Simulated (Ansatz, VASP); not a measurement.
# AgCl in VASP and in Ansatz

The input INCAR:

```
SYSTEM = AgCl
  PREC = Accurate
  ENCUT = 520
  EDIFF = 1E-6
  ISMEAR = 0
  SIGMA = 0.1
  LREAL = .False.
  LASPH = .True.
  NELM = 100
  ALGO = Fast
  ISIF = 2
  LWAVE = .False.
  LCHARG = .False.
  GGA = PE
  NBANDS = 16
```

The input KPOINTS:

```
Automatic mesh
0
Gamma
  6 6 6
  0 0 0
```

The input POSCAR:

```
AgCl
1.0
    0.0000000000      2.7731500000      2.7731500000
    2.7731500000      0.0000000000      2.7731500000
    2.7731500000      2.7731500000      0.0000000000
Ag Cl
1 1
Direct
    0.5000000000      0.5000000000      0.5000000000
    0.0000000000      0.0000000000      0.0000000000
```

Input for Ansatz:

```yaml
crystal:
  lattice:
    - [0.0, 2.77315, 2.77315]
    - [2.77315, 0.0, 2.77315]
    - [2.77315, 2.77315, 0.0]
  atoms:
    - { symbol: Ag, position: [0.5, 0.5, 0.5] }
    - { symbol: Cl, position: [0.0, 0.0, 0.0] }
basis:
  ecutwfc: 420
kpoints:
  mp_grid: { grid: [6, 6, 6] }
hamiltonian:
  xc: pbe
scf:
  occupations: { method: gaussian, width: 0.1 }
output:
  forces: true
  stress: true
  eigenvalues: true
```

Alike in both runs: task single point; functional PBE; k mesh 6 × 6 × 6; occupations gaussian, width 0.1 eV; no spin polarisation.

|  | VASP | Ansatz |
| --- | --- | --- |
| version | VASP 6.6.1 | Ansatz 0.2.0 |
| potentials or method | VASP PAW PBE potentials, release 64 (Ag, Cl) | scalar-relativistic, plane waves, PAW |
| plane-wave cutoff (eV) | 520 | 420 |
| valence electrons in the cell | 18 | 26 |

```tsv
	VASP	Ansatz	Ansatz less VASP
gap on the k mesh at the Fermi level (eV)	0.91	0.91	+0.003
least direct gap on the mesh (eV)	3.23	3.23	-0.002
pressure (GPa)	1.5	1.6	+0.16
```

The two sets of potentials don't hold the same shells in valence.

A k mesh can miss the band edges. A hybrid or GW would open this gap; PBE tends to underestimate it.
